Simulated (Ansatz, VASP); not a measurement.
Pt: VASP beside Ansatz

File INCAR:

```
SYSTEM = Pt
PREC     = Accurate       ! precision mode
ENCUT    = 520            ! plane-wave cutoff, eV
EDIFF    = 1E-6           ! SCF threshold, eV
ISMEAR   = -1             ! smearing method
SIGMA    = 0.1            ! smearing width, eV
LREAL    = .False.        ! projectors in reciprocal space
LASPH    = .True.         ! aspherical terms in the spheres
NELM     = 60             ! most SCF steps
ALGO     = Normal         ! electronic algorithm
ISIF     = 2              ! what is computed and relaxed
LWAVE    = .False.        ! write WAVECAR
LCHARG   = .False.        ! write CHGCAR
GGA      = B5             ! functional
ALDAX    = 1.0          
AGGAX    = 1.0          
AGGAC    = 1.0          
ALDAC    = 0.0          
NBANDS   = 11             ! bands
```

Contents of KPOINTS:

```
Automatic mesh
0
Gamma
  13 13 13
  0 0 0
```

File POSCAR:

```
Pt
1.0
    2.6780480767      0.0000000000      0.0000000000
    0.0000000000      2.6780480767      0.0000000000
    0.0000000000      0.0000000000      2.6780480767
Pt
1
Direct
    0.0000000000      0.0000000000      0.0000000000
```

Input for Ansatz:

```yaml
crystal:
  lattice:
    - [2.6780480767, 0.0, 0.0]
    - [0.0, 2.6780480767, 0.0]
    - [0.0, 0.0, 2.6780480767]
  atoms:
    - { symbol: Pt, position: [0.0, 0.0, 0.0] }
hamiltonian:
  xc: blyp
  pseudopotentials:
    kind: paw
    azcp:
      Pt: "pseudopotentials/Pt.paw.azcp"
basis:
  ecutwfc: 420
  fft_grid_basis: typed
kpoints:
  mp_grid: { grid: [13, 13, 13], shift: [0, 0, 0] }
magnetization:
  spin_polarized: false
scf:
  occupations: { method: fermi_dirac, width: 0.1 }
  lower_state_search: "off"
output:
  stress: true
```

Alike in both runs: task single point; functional BLYP; k mesh 13 × 13 × 13; occupations fermi-dirac, width 0.1 eV; no spin polarisation.

```csv
,VASP,Ansatz
version,VASP 6.6.1,Ansatz 0.2.0
potentials or method,"VASP PAW PBE potentials, release 64 (Pt)","plane waves (420 eV) with PAW, scalar-relativistic"
plane-wave cutoff (eV),520,420
valence electrons in the cell,10,18
```

```csv
,VASP,Ansatz,Ansatz less VASP
pressure (GPa),0.8,0.1,-0.77
```

With one functional, cell and mesh, what is left measures potentials, basis and numerics. The two sets of potentials don't hold the same shells in valence.

Caveats: the PAW data sets were made with another functional, which shifts forces and pressure a little (VASP). Spin-orbit coupling is left out, which matters for the levels of Pt.
